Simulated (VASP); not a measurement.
# NaCl: restarted molecular dynamics, 2 variants

NaCl, Pm-3m (no. 221), 8 atoms in the cell. PBE, molecular dynamics; PAW potentials Cl, Na (PBE set).

| Restart from | Temperature at the end (K) | The same without a restart (K) | Potential energy at the end (eV/atom) | The same without a restart (eV/atom) | Electronic steps in the first step after the restart | Time (s) |
|---|---|---|---|---|---|---|
| CONTCAR with velocities, WAVECAR read | 576.0 | 575.0 | -3.18085 | -3.18085 | 4 | 143 |
| CONTCAR with velocities, no WAVECAR | 576.0 | 575.0 | -3.18085 | -3.18085 | 16 | 145 |

Limits: 120 fs of 8 atoms are too short for converged averages; the cell is only 3.5 Å across, so each atom moves in step with near copies of itself.

## Input of the first row

INCAR.step1:
```
SYSTEM = NaCl
GGA = PE
PREC = Normal
ENCUT = 260
EDIFF = 1E-6
NELMIN = 4
NELM = 60
ALGO = Normal
LREAL = Auto
LASPH = .TRUE.
ISMEAR = 0
SIGMA = 0.05
ISYM = 0
LWAVE = .TRUE.
LCHARG = .FALSE.
IBRION = 0
NSW = 30
POTIM = 2.0
TEBEG = 1000
ISIF = 2
RANDOM_SEED = 683509 0 0
MDALGO = 1
ANDERSEN_PROB = 0.0
KPAR = 2
```

INCAR.step2, as INCAR.step1 but for:
```
- LWAVE = .TRUE.
+ LWAVE = .FALSE.
```

KPOINTS:
```
k-points
0
Gamma
  3 3 1
```

POSCAR.step1:
```
NaCl
1.0
    3.5021900000      0.0000000000      0.0000000000
    0.0000000000      3.5021900000      0.0000000000
    0.0000000000      0.0000000000     14.0087600000
Cl Na
4 4
Direct
    0.5000000000      0.5000000000      0.1250000000
    0.5000000000      0.5000000000      0.3750000000
    0.5000000000      0.5000000000      0.6250000000
    0.5000000000      0.5000000000      0.8750000000
    0.0000000000      0.0000000000      0.0000000000
    0.0000000000      0.0000000000      0.2500000000
    0.0000000000      0.0000000000      0.5000000000
    0.0000000000      0.0000000000      0.7500000000
```

Commands (each step's output is kept before the next begins):
```
cat potpaw_PBE.64/Cl/POTCAR potpaw_PBE.64/Na/POTCAR > POTCAR
cp INCAR.step1 INCAR
cp POSCAR.step1 POSCAR
mpirun -np 2 vasp_std > vasp.out
cp CONTCAR POSCAR
cp INCAR.step2 INCAR
mpirun -np 2 vasp_std > vasp.out
```

Changes of the last row against the first:
```
(step 1)
- LWAVE = True
+ LWAVE = False
```

VASP 6.6.1 took 143 s on 2 cores (AMD EPYC 7571), a shared host.
